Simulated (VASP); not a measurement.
# P (P2/m) in VASP: reference runs, part 2 of 2

VASP 6.6.1.

## (3) Single point, PBE (atoms moved at random, drawn with an rms of 0.05 Å)

File INCAR:

```
SYSTEM = P
  PREC = Accurate
  ENCUT = 520
  EDIFF = 1E-7
  ISMEAR = -1
  SIGMA = 0.05
  LREAL = .False.
  LASPH = .True.
  NELM = 100
  ALGO = Normal
  ISIF = 2
  LWAVE = .False.
  LCHARG = .False.
  GGA = PE
  NBANDS = 12
```

File KPOINTS:

```
regular mesh
0
Gamma
  11 11 6
  0 0 0
```

File POSCAR:

```
P
1.0
    2.4246941115      0.0000000000      0.0000000000
    0.0000000000      2.4385351442      0.0000000000
   -0.0203144631      0.0000000000      4.8524328982
P
2
Direct
    0.0016850000     -0.0076760000      0.7560080000
    0.9949390000     -0.0000510000      0.2438230000
```

Potentials or basis: VASP PAW PBE potentials, release 64 (P).

On the command line:

```sh
$ cat potpaw_PBE.64/P/POTCAR > POTCAR
$ mpirun -np 1 vasp_std > vasp.out
```

OUTCAR:

```text
SYSTEM = P
   PREC = Accurate
   ENCUT = 520
   EDIFF = 1E-7
   ISMEAR = -1
   LREAL = .False.
   LASPH = .True.
   NELM = 100
   ISIF = 2
   GGA = PE

 ion  position               nearest neighbor table
   1  0.002  0.992  0.756-   2 2.37   2 2.49
   2  0.995  1.000  0.244-   1 2.37   1 2.49

  LATTYP: Found a simple monoclinic cell.
 ALAT       =     2.4246941115
 B/A-ratio  =     1.0057083624
 C/A-ratio  =     2.0012732318
 COS(beta)  =    -0.0041864124

  Lattice vectors:

 A1 = (   2.4246941115,   0.0000000000,   0.0000000000)
 A2 = (   0.0000000000,   2.4385351442,   0.0000000000)
 A3 = (  -0.0203144631,   0.0000000000,   4.8524328982)

Analysis of symmetry for initial positions (statically):
=====================================================================
 Subroutine PRICEL returns:
 Original cell was already a primitive cell.

 Routine SETGRP: Setting up the symmetry group for a
 simple monoclinic supercell.

 Subroutine GETGRP returns: Found  2 space group operations
 (whereof  1 operations were pure point group operations)
 out of a pool of  4 trial point group operations.

The static configuration has the point symmetry C_1 .
 The point group associated with its full space group is S_2 .

Analysis of symmetry for dynamics (positions and initial velocities):
=====================================================================
 Subroutine PRICEL returns:
 Original cell was already a primitive cell.

 Routine SETGRP: Setting up the symmetry group for a
 simple monoclinic supercell.

 Subroutine GETGRP returns: Found  2 space group operations
 (whereof  1 operations were pure point group operations)
 out of a pool of  4 trial point group operations.

The dynamic configuration has the point symmetry C_1 .
 The point group associated with its full space group is S_2 .

 Subroutine INISYM returns: Found  2 space group operations
 (whereof  1 operations are pure point group operations),
 and found     1 'primitive' translations

[... 125 lines left out ...]
 non-spin polarized calculation
  energy-cutoff  :      520.00
  volume of cell :       28.69
 maximum number of plane-waves:       795
 NGX is ok and might be reduce to    18
   NGX =  9   NGY =  9   NGZ = 19

 number of electron      10.0000000 magnetization

 Free energy of the ion-electron system (eV)
  ---------------------------------------------------
  ext. energy  EPLUGINS =         0.00000000
  ---------------------------------------------------
  free energy    TOTEN  =       -10.51613540 eV

  energy without entropy =      -10.50997886  energy(sigma->0) =      -10.51305713

 E-fermi :   9.7834     XC(G=0): -11.3420

 val. band max:        9.7827182573   @ k =   0.0909   0.3636   0.5000
 cond. band min:       9.8273422144   @ k =   0.0909   0.0909   0.3333
 fundamental gap:      0.0446239571
 Fermi energy:         9.7834162692

 k-point     1 :       0.0000    0.0000    0.0000
  band No.  band energies     occupation
      1      -6.8147      2.00000
      2      -2.3595      2.00000
      3       1.0564      2.00000
      4      14.7914      0.00000
      5      15.0127      0.00000
      6      15.0485      0.00000
      7      16.5924      0.00000
      8      16.6551      0.00000
      9      17.7247      0.00000
     10      17.9593      0.00000
     11      19.2527      0.00000
     12      24.2739      0.00000
[... 331 lines left out ...]
 k-point    24 :      -0.2727    0.1818    0.0000
  band No.  band energies     occupation
      1      -4.3743      2.00000
      2       0.1034      2.00000
      3       3.2131      2.00000
      4       6.6301      2.00000
      5      10.1155      0.00261
      6      10.5901      0.00000
      7      14.7692      0.00000
      8      15.8385      0.00000
      9      16.9107      0.00000
     10      19.6740      0.00000
     11      20.5786      0.00000
     12      22.8625      0.00000

 [... further k-points ...]

------------------------ aborting loop because EDIFF is reached ----------------------------------------

  FORCE on cell =-STRESS in cart. coord.  units (eV):
  Direction    XX          YY          ZZ          XY          YZ          ZX
  --------------------------------------------------------------------------------------
  -------------------------------------------------------------------------------------
  Total        0.6131566      0.4058159      0.1609601      0.0009670     -0.0072350      0.0533370
  in kB       34.2402139     22.6617858      8.9884182      0.0539977     -0.4040190      2.9784749
  external PRESSURE =      21.9634726 kB  Pullay stress =       0.0000000 kB

 VOLUME and BASIS-vectors are now :
 -----------------------------------------------------------------------------
  energy-cutoff  :      520.00
  volume of cell :       28.69
      direct lattice vectors                 reciprocal lattice vectors
     2.424694112  0.000000000  0.000000000     0.412423157  0.000000000  0.001726589
     0.000000000  2.438535144  0.000000000     0.000000000  0.410082259  0.000000000
    -0.020314463  0.000000000  4.852432898     0.000000000  0.000000000  0.206082190

 POSITION                                       TOTAL-FORCE (eV/Angst)
 -----------------------------------------------------------------------------------
     -0.01127      2.41982      3.66848        -0.031626      0.033496     -0.095354
      2.40747      2.43841      1.18313         0.031626     -0.033496      0.095354
 -----------------------------------------------------------------------------------
    total drift:                                0.000001      0.000001      0.000001

  FREE ENERGIE OF THE ION-ELECTRON SYSTEM (eV)
  ---------------------------------------------------
  free  energy   TOTEN  =       -10.5161354047 eV

  energy  without entropy=      -10.5099788603  energy(sigma->0) =      -10.51305713
```

stdout:

```text
POSCAR found type information on POSCAR P
 POSCAR found :  1 types and       2 ions
 scaLAPACK will be used
 LDA part: xc-table for (Slater+PW92), standard interpolation
 POSCAR, INCAR and KPOINTS ok, starting setup
 FFT: planning ... GRIDC
 FFT: planning ... GRID_SOFT
 FFT: planning ... GRID
 WAVECAR not read
 entering main loop
```

It took 43 s on 1 thread of Intel Xeon Platinum 8488C (Sapphire Rapids), shared host; peak memory 0.2 GiB.

What came out:

```
Free energy            : -10.5161 eV
Pressure               : 2.2 GPa
Largest force          : 0.106 eV/Å
Band gap on the k mesh : none (metal or under the smearing width)
```

Forces on the atoms (eV/Å):
```
P   -0.032  0.033 -0.095
P    0.032 -0.033  0.095
```

Stress tensor (GPa, compression positive):
```
 3.42  0.01  0.30
 0.01  2.27 -0.04
 0.30 -0.04  0.90
```
